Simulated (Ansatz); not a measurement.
# Band topology of Te$_{2}$Pt with spin–orbit coupling, calculated with Ansatz

Space group P-3m1 (No. 164), 3 atoms in the cell of the first input below: a = 4.054 Å, b = 4.054 Å, c = 5.120 Å, α = 90.00°, β = 90.00°, γ = 120.00°.

The structure is a measured one, not always of the ambient phase, with its volume kept and shape and atoms relaxed (pressure 3.6 GPa with this functional, without spin–orbit coupling). Functional: PBE.

Input:

```yaml
crystal:
  lattice:
    - [4.0540838131, 0.0, 0.0]
    - [-2.0270419065, 3.5109395713, 0.0]
    - [0.0, 0.0, 5.1196309014]
  atoms:
    - { symbol: Te, position: [0.3333333333, 0.6666666667, 0.265448472] }
    - { symbol: Te, position: [0.6666666667, 0.3333333333, 0.734551528] }
    - { symbol: Pt, position: [0.0, 0.0, 0.0] }
basis:
  ecutwfc: 420
  ecutrho_ratio: 4
kpoints:
  mp_grid: { grid: [6, 6, 4] }
hamiltonian:
  xc: pbe
scf:
  occupations: { method: gaussian, width: 0.05 }
output:
  forces: true
  stress: true
  eigenvalues: true
  populations: true
  topological_invariants: true
magnetization:
  noncollinear: true
  spin_orbit: true
```

```bash
ansatz run input.yaml --threads 4 --pin off --max-ram 9216MiB --backend cpu --events-out ev --progress --plain --runs-dir out
```

Time: 4.4 min on 4 threads of Intel(R) Xeon(R) Platinum 8259CL CPU @ 2.50GHz (Skylake/Cascade Lake), with other jobs on the host, peak memory 3 GiB.

Without spin–orbit coupling the gap on a 10×10×8 mesh is 0.00 eV (the bands touch or overlap there). With it, in a separate run (self-consistent on 8×8×6, bands on 12×12×8), the bands overlap in energy by 1.07 eV (an overlap on a mesh is a lower bound, as the extrema may lie between its points). The indices are those of the lowest 50 bands, and their direct separation from the next band is open.

Odd-parity bands among them at the eight time-reversal-invariant momenta (inversion centre at 0.000 0.000 0.000):

```tsv
k	odd bands
0.0 0.0 0.0	22
0.0 0.0 0.5	24
0.0 0.5 0.0	24
0.0 0.5 0.5	24
0.5 0.0 0.0	24
0.5 0.0 0.5	24
0.5 0.5 0.0	24
0.5 0.5 0.5	24
```

Question: What are the Z2 indices by the rule of Fu and Kane?

Answer: Each Kramers pair counts once, so δ = (−1)^(odd bands / 2): −, +, +, +, +, +, +, +. The product of all eight gives ν0, the products over the planes k_i = 1/2 the weak indices: (1;000). The Wilson-loop planes give (1;000).

Question: The cell is scaled in volume by 0.96 and 1.05 with the atoms carried along. Do the indices change?

Answer: No.

```csv
volume ratio,pressure with spin–orbit coupling (GPa),smallest direct separation sampled (eV),at k,separation,Z2
0.96,8.8,0.055,0.06 0.94 0.05,open,(1;000)
1.00,3.7,0.053,0.18 0.82 0.29,open,(1;000)
1.05,-1.1,0.049,0.17 0.83 0.29,open,(1;000)
```

Caveats: atoms feel forces of up to 0.31 eV/Å at volume ratio 0.96; atoms feel forces of up to 0.43 eV/Å at volume ratio 1.05; bands overlap in energy, so the bands counted are not the filled states; the cell shown stands at 3.7 GPa, so it isn't this functional's equilibrium; the k-mesh was not tested; the smallest direct separation, 0.049 eV, lies at k = (0.17, 0.83, 0.29), away from the time-reversal-invariant momenta; it has to stay open for the indices to be defined, but with an inversion centre they change only where bands swap parity at a time-reversal-invariant momentum.
